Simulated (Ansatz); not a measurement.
Method: DFT PBE, scalar-relativistic, plane waves, PAW in Ansatz 0.2.0. Settings: cutoff 420 eV, Γ-centred meshes spaced at most about 0.3 Å⁻¹, and about 0.25 Å⁻¹ or finer for metals (2π included), Gaussian smearing. No spin polarisation.

All energies are static (0 K, no zero-point motion).

Two relaxed structures of Mg2Si3N3:

A.

Space group P-62m (No. 189). a = 6.479 Å, b = 6.479 Å, c = 2.741 Å, α = 90.00°, β = 90.00°, γ = 120.00°
```json
{"atom": "Mg", "site": "2c", "symmetry": "-6..", "x": "0.6667", "y": "0.3333", "z": "0.0000"}
{"atom": "Si", "site": "3f", "symmetry": "m2m", "x": "0.0000", "y": "0.2040", "z": "0.0000"}
{"atom": "N", "site": "3g", "symmetry": "m2m", "x": "0.0000", "y": "0.3885", "z": "0.5000"}
```

B.

Space group Cmm2 (No. 35). a = 5.922 Å, b = 6.801 Å, c = 5.577 Å, α = 90.00°, β = 90.00°, γ = 90.00°
```tsv
atom	site	symmetry	x	y	z
Mg	4d	.m.	0.7514	0.0000	0.6808
Si	4e	m..	0.5000	0.7771	0.2784
Si	2a	mm2	0.0000	0.0000	0.0438
N	2b	mm2	0.5000	0.0000	0.1100
N	4c	..2	0.2500	0.2500	0.4638
```

Question: Which form is favoured at zero pressure, and by what margin per atom?

Answer: B is lower, by 120 meV/atom. A has space group P-62m (No. 189), 12.5 Å³/atom and no gap on its mesh; B has space group Cmm2 (No. 35), 14.0 Å³/atom and no gap. The shortest distance is 1.82 Å (Si–N) in A and 1.78 Å (Si–N) in B. A and B both hold Si–Si units of three or more atoms. The lower one is the more open, so pressure narrows the difference. In A, Mg has 6 N at 2.43 Å, 3 Si at 2.68 Å and 2 Mg at 2.74 Å; Si is surrounded by 2 N at 1.82 Å, 2 Si at 2.29 Å and 2 Mg at 2.68 Å; N has 2 Si at 1.82 Å and 4 Mg at 2.43 Å. In B, Mg is surrounded by 2 N at 2.09 Å and 1 Si at 2.50 Å; around Si on a site of symmetry m lie 3 N at 1.78–1.82 Å and 1 Si at 2.29 Å; N on a site of symmetry mm2 is surrounded by 2 Si at 1.78 Å; 2 more sites not described. Both come from invented guesses.

In P-62m, Cmm2 an odd number of electrons in the primitive cell allows no gap without spin; a larger cell or a magnetic state could open one. Cells relaxed within their symmetry can be saddle points.
